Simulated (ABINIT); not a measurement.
**BaZrO3 (Pm-3m): zone-centre phonons**

Which modes does BaZrO3 (Pm-3m) have at the zone centre?

Calculated with ABINIT 10.8.3; DFT LDA, scalar-relativistic, plane waves, PseudoDojo norm-conserving pseudopotentials.

The experiments to compare with:

For BaZrO3, cubic perovskite (solid-state synthesised powder, 300 K), “EXAFS study of lead-free relaxor ferroelectric BaTi(1-x)Zr(x)O3 at the Zr K-edge” (2006, arxiv:cond-mat/0602127) gives, by X-ray diffraction: lattice constant a (cubic cell parameter) 4.192 ± 0.001 Å.

For BaZrO3, cubic perovskite (ceramic, earlier study, 300 K), “Broadband dielectric spectroscopy of Ba(Zr,Ti)O3: dynamics of relaxors and diffuse ferroelectrics” (2013, arxiv:1312.3131) quotes earlier work: static dielectric constant (static permittivity) about 36 [polycrystalline ceramic; value quoted from the authors' earlier paper].

“Lattice dynamics and Raman spectrum of BaZrO3 single crystals” (2019, arxiv:1907.02008) quotes from earlier work for BaZrO3, cubic perovskite (polycrystalline, earlier work): infrared mode (TO1 at Gamma, T1u) 116 cm⁻¹ [Literature IR value quoted for comparison; temperature and sample not stated in passage]; infrared mode (TO2 at Gamma, T1u) 214 cm⁻¹ [Literature IR value quoted for comparison; temperature and sample not stated in passage]; infrared mode (TO3 at Gamma, T1u) 520 cm⁻¹ [Literature IR value quoted for comparison; temperature and sample not stated in passage].

**1. Starting point**

Symmetry: Pm-3m, No. 221, cubic system. Conventional cell: a = 4.191 Å, b = 4.191 Å, c = 4.191 Å, α = 90.00°, β = 90.00°, γ = 90.00°. Ba has 12 O at 2.96 Å nearest. Zr has 6 O at 2.10 Å nearest. O has 2 Zr at 2.10 Å and 4 Ba at 2.96 Å nearest. Farther neighbours and most contacts between anions are not listed.

**2. A first look**

A first run with smearing and empty bands tells whether the crystal has a gap, which decides between fixed occupations and smearing later on.

Input file probe.abi:

```
# ground state
tolvrs 1.0d-08
prtden 1
prtwf 1

# basis, mesh and filling
ecut 36.0
ngkpt 4 4 4
nshiftk 1
shiftk 0.0 0.0 0.0
istwfk *1
occopt 7
tsmear 0.005
nband 29
nstep 100
diemac 9.0
prtebands 0
prtgsr 0
useylm 1

# cell and atoms
acell 3*1.0 Angstrom
rprim 
    4.19134 0.0 0.0
    0.0 4.19134 0.0
    0.0 0.0 4.19134
ntypat 3
znucl 56 40 8
natom 5
typat 1 2 3 3 3
xred 
    0.0 0.0 0.0
    0.5 0.5 0.5
    0.0 0.5 0.5
    0.5 0.0 0.5
    0.5 0.5 0.0
pp_dirpath "./pseudo"
pseudos "Ba.upf, Zr.upf, O.upf"
```

The run is started by

```console
$ OMP_NUM_THREADS=1 mpirun -n 4 abinit probe.abi > probe.log
```

Numbers of over 12 decimals in the logs are rounded to 6 here.

probe.abo, the main output file:

```text
[banners, grids, parts of the stress and lines that vanish by symmetry left out]
- input  file    -> probe.abi
- output file    -> probe.abo
- root for input  files -> probei
[...]
Symmetries : space group Pm -3 m (#221); Bravais cP (primitive cubic)
[...]
mpw =        5142          nfft =       91125          nkpt =          10
[...]
== DATASET  1 ==================================================================
[...]
cutoff_energies: {ecut:  36.0, pawecutdg:  -1.0, }
[...]
ETOT  1  -128.27107919856    -1.283E+02 8.193E-02 1.401E+03
 ETOT  2  -127.14069221864     1.130E+00 5.262E-02 4.333E+03
 ETOT  3  -128.73418689829    -1.593E+00 1.215E-02 8.812E+01
 ETOT  4  -128.75838781034    -2.420E-02 1.813E-03 1.284E+01
 ETOT  5  -128.76031314091    -1.925E-03 8.980E-04 2.799E+00
[...]
ETOT  9  -128.76123655083    -1.327E-08 2.280E-04 5.400E-07
 ETOT 10  -128.76123655098    -1.558E-10 2.917E-04 5.104E-09
 At SCF step   10       vres2   =  5.10E-09 < tolvrs=  1.00E-08 =>converged.
[...]
sigma(1 1)=  1.91558297E-04  sigma(3 2)=  0.00000000E+00
  sigma(2 2)=  1.91558297E-04  sigma(3 1)=  0.00000000E+00
  sigma(3 3)=  1.91558297E-04  sigma(2 1)=  0.00000000E+00
[...]
convergence: {deltae: -1.558E-10, res2:  5.104E-09, residm:  2.917E-04, diffor: null, }
etotal    :  -1.28761237E+02
[...]
sigma(1 1)=  1.91558297E-04  sigma(3 2)=  0.00000000E+00
  sigma(2 2)=  1.91558297E-04  sigma(3 1)=  0.00000000E+00
  sigma(3 3)=  1.91558297E-04  sigma(2 1)=  0.00000000E+00
[...]
- sigma(1 1)=  5.63583968E+00  sigma(3 2)=  0.00000000E+00
- sigma(2 2)=  5.63583968E+00  sigma(3 1)=  0.00000000E+00
- sigma(3 3)=  5.63583968E+00  sigma(2 1)=  0.00000000E+00
[...]
fcart     -0.0000000000E+00 -0.0000000000E+00 -0.0000000000E+00
           strten      1.9155829705E-04  1.9155829705E-04  1.9155829705E-04
================================================================================

[key lines of the parts left out:]
pressure_GPa:  -5.6358E+00
```

It took 19 s on 4 MPI ranks of Intel Xeon Platinum 8559C (Emerald Rapids), shared host.

Read from the output:

* volume per atom: 14.73 Å³
* pressure: -5.636 GPa
* gap on the k-mesh: 3.104 eV

A gap of 3.1 eV opens on this mesh, so the crystal is taken as an insulator; the printed pressure holds the stress of the finite basis too.

**3. Relaxing the cell and atoms**

The harmonic expansion needs vanishing forces, and a free crystal bears no stress, so cell and atoms are brought to rest. Stress is more sensitive to the basis than forces are: the last 3 Ha under the cutoff are smoothed with ecutsm, and the cutoff is raised above that of the later runs.

Input file relax.abi:

```
# relaxation
ionmov 2
optcell 2
dilatmx 1.08
ntime 40
tolmxf 1.0d-05
tolvrs 1.0d-14
prtwf 0
prtden 0
chksymtnons 0

# basis, mesh and filling
ecut 44.0
ecutsm 3.0
ngkpt 6 6 6
nshiftk 1
shiftk 0.0 0.0 0.0
istwfk *1
occopt 1
nband 20
nstep 100
diemac 9.0
prtebands 0
prtgsr 0
useylm 1

# cell and atoms
acell 3*1.0 Angstrom
rprim 
    4.19134 0.0 0.0
    0.0 4.19134 0.0
    0.0 0.0 4.19134
ntypat 3
znucl 56 40 8
natom 5
typat 1 2 3 3 3
xred 
    0.0 0.0 0.0
    0.5 0.5 0.5
    0.0 0.5 0.5
    0.5 0.0 0.5
    0.5 0.5 0.0
pp_dirpath "./pseudo"
pseudos "Ba.upf, Zr.upf, O.upf"
```

The run is started by

```console
$ OMP_NUM_THREADS=1 mpirun -n 4 abinit relax.abi > relax.log
```

relax.abo, the main output file:

```text
[banners, grids, parts of the stress and lines that vanish by symmetry left out]
- input  file    -> relax.abi
- output file    -> relax.abo
- root for input  files -> relaxi
[...]
Symmetries : space group Pm -3 m (#221); Bravais cP (primitive cubic)
[...]
mpw =        8746          nfft =      157464          nkpt =          20
[...]
== DATASET  1 ==================================================================
[...]
cutoff_energies: {ecut:  44.0, pawecutdg:  -1.0, }
[...]
ETOT  1  -128.32089738385    -1.283E+02 2.104E-01 1.289E+03
 ETOT  2  -128.45278006156    -1.319E-01 4.065E-03 1.359E+03
 ETOT  3  -128.72819183511    -2.754E-01 2.603E-03 1.914E+02
 ETOT  4  -128.76013497379    -3.194E-02 3.091E-04 1.518E+01
 ETOT  5  -128.76166512512    -1.530E-03 3.342E-05 5.691E+00
[...]
At SCF step   19       vres2   =  8.57E-15 < tolvrs=  1.00E-14 =>converged.
[...]
sigma(1 1)=  1.66737858E-04  sigma(3 2)=  0.00000000E+00
  sigma(2 2)=  1.66737858E-04  sigma(3 1)=  0.00000000E+00
  sigma(3 3)=  1.66737858E-04  sigma(2 1)=  0.00000000E+00
[...]
convergence: {deltae:  3.354E-12, res2:  8.575E-15, residm:  4.092E-19, diffor: null, }
etotal    :  -1.28762645E+02
[...]
ETOT  1  -128.75568709624    -1.288E+02 1.244E-04 9.035E+01
[...]
At SCF step   15       vres2   =  2.91E-16 < tolvrs=  1.00E-14 =>converged.
[...]
sigma(1 1)=  8.58004046E-05  sigma(3 2)=  0.00000000E+00
  sigma(2 2)=  8.58004046E-05  sigma(3 1)=  0.00000000E+00
  sigma(3 3)=  8.58004046E-05  sigma(2 1)=  0.00000000E+00
[...]
convergence: {deltae:  1.450E-12, res2:  2.908E-16, residm:  2.796E-19, diffor: null, }
etotal    :  -1.28763587E+02
[...]
ETOT  1  -128.75559960725    -1.288E+02 1.059E-03 9.654E+01
[...]
At SCF step   13       vres2   =  7.08E-15 < tolvrs=  1.00E-14 =>converged.
[...]
sigma(1 1)= -3.77109454E-06  sigma(3 2)=  0.00000000E+00
  sigma(2 2)= -3.77109454E-06  sigma(3 1)=  0.00000000E+00
  sigma(3 3)= -3.77109454E-06  sigma(2 1)=  0.00000000E+00
[...]
convergence: {deltae: -2.075E-12, res2:  7.083E-15, residm:  9.667E-18, diffor: null, }
etotal    :  -1.28763901E+02
[...]
ETOT  1  -128.76388614028    -1.288E+02 5.025E-10 1.764E-01
[...]
ETOT 12  -128.76390151985     1.961E-12 2.592E-18 1.669E-14
 ETOT 13  -128.76390151987    -1.393E-11 9.900E-20 3.328E-16
 At SCF step   13       vres2   =  3.33E-16 < tolvrs=  1.00E-14 =>converged.
[...]
sigma(1 1)=  7.78086781E-08  sigma(3 2)=  0.00000000E+00
  sigma(2 2)=  7.78086781E-08  sigma(3 1)=  0.00000000E+00
  sigma(3 3)=  7.78086781E-08  sigma(2 1)=  0.00000000E+00
[...]
convergence: {deltae: -1.393E-11, res2:  3.328E-16, residm:  9.900E-20, diffor: null, }
etotal    :  -1.28763902E+02
[...]
At Broyd/MD step   4, gradients are converged :
[...]
sigma(1 1)=  7.78086781E-08  sigma(3 2)=  0.00000000E+00
  sigma(2 2)=  7.78086781E-08  sigma(3 1)=  0.00000000E+00
  sigma(3 3)=  7.78086781E-08  sigma(2 1)=  0.00000000E+00
[...]
- sigma(1 1)=  2.28921034E-03  sigma(3 2)=  0.00000000E+00
- sigma(2 2)=  2.28921034E-03  sigma(3 1)=  0.00000000E+00
- sigma(3 3)=  2.28921034E-03  sigma(2 1)=  0.00000000E+00
[...]
fcart     -0.0000000000E+00 -0.0000000000E+00 -0.0000000000E+00
           strten      7.7808678098E-08  7.7808678084E-08  7.7808678086E-08
================================================================================

[key lines of the parts left out:]
pressure_GPa:  -2.2892E-03
Total energy (etotal) [Ha]= -1.28763901519867E+02
```

Run time: 3.2 min. Hardware: 4 MPI ranks.

Step by step:

```tsv
step	energy less that of the first step (eV)	largest force (eV/Å)	volume (Å³)
1	0.0000	0.0000	73.63
2	-0.0256	0.0000	72.53
3	-0.0342	0.0000	71.41
4	-0.0342	0.0000	71.46
```

```tsv
conventional cell, symmetrised	before	after	change
a (Å)	4.191	4.150	-1.0 %
b (Å)	4.191	4.150	-1.0 %
c (Å)	4.191	4.150	-1.0 %
volume (Å³/atom)	14.73	14.29	-2.9 %
```

Final coordinates:

```xyz
5
Lattice="4.1497 0.0000 0.0000 0.0000 4.1497 0.0000 0.0000 0.0000 4.1497" Properties=species:S:1:pos:R:3 pbc="T T T"
Ba    0.0000    0.0000    0.0000
Zr    2.0749    2.0749    2.0749
O     0.0000    2.0749    2.0749
O     2.0749    0.0000    2.0749
O     2.0749    2.0749    0.0000
```

Numbers from this step:

- volume per atom: 14.29 Å³
- pressure: -0.002289 GPa

The volume changes by -2.9 % in this run and stands -2.9 % from the first cell.

**4. Ground state**

First-order wavefunctions inherit every error of the ground state, hence the very tight tolvrs. The mesh is shifted off Γ, since shifted meshes converge sums over the zone faster.

Input file gs.abi:

```
# ground state
tolvrs 1.0d-16
prtden 1
prtwf 1

# basis, mesh and filling
ecut 36.0
ngkpt 6 6 6
nshiftk 1
shiftk 0.5 0.5 0.5
istwfk *1
occopt 1
nband 20
nstep 100
diemac 9.0
prtebands 0
prtgsr 0
useylm 1

# cell and atoms
acell 3*1.0 Angstrom
rprim 
    4.149715994 0.0 0.0
    0.0 4.149715994 0.0
    0.0 0.0 4.149715994
ntypat 3
znucl 56 40 8
natom 5
typat 1 2 3 3 3
xred 
    0.0 0.0 0.0
    0.5 0.5 0.5
    0.0 0.5 0.5
    0.5 0.0 0.5
    0.5 0.5 0.0
pp_dirpath "./pseudo"
pseudos "Ba.upf, Zr.upf, O.upf"
```

The run is started by

```console
$ OMP_NUM_THREADS=1 mpirun -n 4 abinit gs.abi > gs.log
```

gs.abo, the main output file:

```text
[banners, grids, parts of the stress and lines that vanish by symmetry left out]
- input  file    -> gs.abi
- output file    -> gs.abo
- root for input  files -> gsi
[...]
Symmetries : space group Pm -3 m (#221); Bravais cP (primitive cubic)
[...]
mpw =        4984          nfft =       91125          nkpt =          10
[...]
== DATASET  1 ==================================================================
[...]
cutoff_energies: {ecut:  36.0, pawecutdg:  -1.0, }
[...]
ETOT  1  -128.36721254617    -1.284E+02 1.773E-01 7.521E+02
 ETOT  2  -128.47534112678    -1.081E-01 1.759E-02 7.314E+02
 ETOT  3  -128.72889540761    -2.536E-01 5.565E-03 1.091E+02
 ETOT  4  -128.76191214524    -3.302E-02 2.587E-04 3.463E+00
 ETOT  5  -128.76160943014     3.027E-04 2.483E-05 4.233E+00
[...]
ETOT 19  -128.76287249855     4.576E-12 1.081E-20 1.001E-16
 ETOT 20  -128.76287249856    -2.700E-12 1.259E-21 6.795E-18
 At SCF step   20       vres2   =  6.79E-18 < tolvrs=  1.00E-16 =>converged.
[...]
sigma(1 1)=  2.67816171E-05  sigma(3 2)=  0.00000000E+00
  sigma(2 2)=  2.67816171E-05  sigma(3 1)=  0.00000000E+00
  sigma(3 3)=  2.67816171E-05  sigma(2 1)=  0.00000000E+00
[...]
convergence: {deltae: -2.700E-12, res2:  6.795E-18, residm:  1.259E-21, diffor: null, }
etotal    :  -1.28762872E+02
[...]
sigma(1 1)=  2.67816171E-05  sigma(3 2)=  0.00000000E+00
  sigma(2 2)=  2.67816171E-05  sigma(3 1)=  0.00000000E+00
  sigma(3 3)=  2.67816171E-05  sigma(2 1)=  0.00000000E+00
[...]
- sigma(1 1)=  7.87942377E-01  sigma(3 2)=  0.00000000E+00
- sigma(2 2)=  7.87942377E-01  sigma(3 1)=  0.00000000E+00
- sigma(3 3)=  7.87942377E-01  sigma(2 1)=  0.00000000E+00
[...]
fcart     -0.0000000000E+00 -0.0000000000E+00 -0.0000000000E+00
           strten      2.6781617054E-05  2.6781617054E-05  2.6781617054E-05
================================================================================

[key lines of the parts left out:]
pressure_GPa:  -7.8794E-01
```

The job ended after 24 s (4 MPI ranks).

Read from the output:

- pressure: -0.7879 GPa

The cell stands at -0.79 GPa: the relaxation ran with a smoothed and higher cutoff and on another k mesh.

**5. The gap at rest**

Empty bands on the ground state's density check that the gap assumed so far is there in this cell.

Input file gap.abi:

```
# empty bands on the ground state's density
iscf -2
getden_filepath "gso_DEN"
tolwfr 1.0d-12
nbdbuf 2
prtwf 0

# basis, mesh and filling
ecut 36.0
ngkpt 6 6 6
nshiftk 1
shiftk 0.0 0.0 0.0
istwfk *1
occopt 1
nband 24
nstep 100
diemac 9.0
prtebands 0
prtgsr 0
useylm 1

# cell and atoms
acell 3*1.0 Angstrom
rprim 
    4.149715994 0.0 0.0
    0.0 4.149715994 0.0
    0.0 0.0 4.149715994
ntypat 3
znucl 56 40 8
natom 5
typat 1 2 3 3 3
xred 
    0.0 0.0 0.0
    0.5 0.5 0.5
    0.0 0.5 0.5
    0.5 0.0 0.5
    0.5 0.5 0.0
pp_dirpath "./pseudo"
pseudos "Ba.upf, Zr.upf, O.upf"
```

The run is started by

```console
$ OMP_NUM_THREADS=1 mpirun -n 4 abinit gap.abi > gap.log
```

gap.abo, the main output file:

```text
[banners, grids, parts of the stress and lines that vanish by symmetry left out]
- input  file    -> gap.abi
- output file    -> gap.abo
- root for input  files -> gapi
[...]
Symmetries : space group Pm -3 m (#221); Bravais cP (primitive cubic)
[...]
mpw =        5017          nfft =       91125          nkpt =          20
[...]
== DATASET  1 ==================================================================
[...]
cutoff_energies: {ecut:  36.0, pawecutdg:  -1.0, }
[...]
-outvars: echo values of variables after computation
            acell      1.8897261259E+00  1.8897261259E+00  1.8897261259E+00 Bohr
================================================================================
```

It took 21 s on 4 MPI ranks; 81 s of CPU time.

This step gave:

```
gap on the k-mesh : 3.173 eV
```

In this cell the gap on the mesh is 3.2 eV, indirect (smallest direct 3.3 eV), so fixed occupations hold.

[end of part 1 of 2]

[Host names and launcher messages were left out of these logs when they were recorded.]

[Logs are printed without paths, hosts, clocks, repeated set-up lines and the standing remarks that a program may print on its own settings, such as how far it seeks lower states.]

[Hosts, paths, dates, database ids (printed as entryN), source tags and the programs' standing remarks are cut or masked in the printed files.]
